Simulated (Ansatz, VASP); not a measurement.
## Two plane-wave programs on Rb

Contents of INCAR:

```
SYSTEM = Rb
PREC     = Accurate       ! precision mode
ENCUT    = 520            ! plane-wave cutoff, eV
EDIFF    = 1E-6           ! SCF threshold, eV
ISMEAR   = -1             ! smearing method
SIGMA    = 0.1            ! smearing width, eV
LREAL    = .FALSE.        ! projectors in reciprocal space
LASPH    = .TRUE.         ! aspherical terms in the spheres
NELM     = 100            ! most SCF steps
ALGO     = Normal         ! electronic algorithm
ISIF     = 2              ! what is computed and relaxed
LWAVE    = .FALSE.        ! write WAVECAR
LCHARG   = .TRUE.         ! write CHGCAR
LELF     = .TRUE.         ! ELF
LVHAR    = .TRUE.       
NBANDS   = 10             ! bands
```

File KPOINTS:

```
Automatic mesh
0
G
  14 14 14
  0 0 0
```

POSCAR

```
Rb
1.0
   -2.5739162134      2.5739162134      2.5739162134
    2.5739162134     -2.5739162134      2.5739162134
    2.5739162134      2.5739162134     -2.5739162134
Rb
1
Direct
    0.0000000000      0.0000000000      0.0000000000
```

Input for Ansatz:

```yaml
crystal:
  lattice:
    - [-2.5739162134, 2.5739162134, 2.5739162134]
    - [2.5739162134, -2.5739162134, 2.5739162134]
    - [2.5739162134, 2.5739162134, -2.5739162134]
  atoms:
    - { symbol: Rb, position: [0.0, 0.0, 0.0] }
hamiltonian:
  xc: lda
  pseudopotentials:
    kind: paw
    azcp:
      Rb: "pseudopotentials/Rb.paw.azcp"
basis:
  ecutwfc: 420
  fft_grid_basis: typed
kpoints:
  mp_grid: { grid: [14, 14, 14], shift: [0, 0, 0] }
magnetization:
  spin_polarized: false
scf:
  occupations: { method: fermi_dirac, width: 0.1 }
output:
  stress: true
```

Alike in both runs: task single point; functional LDA; k mesh 14 × 14 × 14; occupations fermi-dirac, width 0.1 eV; no spin polarisation.

```csv
,VASP,Ansatz
version,VASP 6.6.1,Ansatz 0.2.0
potentials or method,"VASP PAW LDA potentials, release 64 (Rb_sv)","plane waves (420 eV) with PAW, scalar-relativistic"
plane-wave cutoff (eV),520,420
valence electrons in the cell,9,9
```

|  | VASP | Ansatz | Ansatz less VASP |
| --- | --- | --- | --- |
| pressure (GPa) | 0.6 | 0.6 | +0.01 |

Ansatz warned: «pseudo_functional_mismatch».
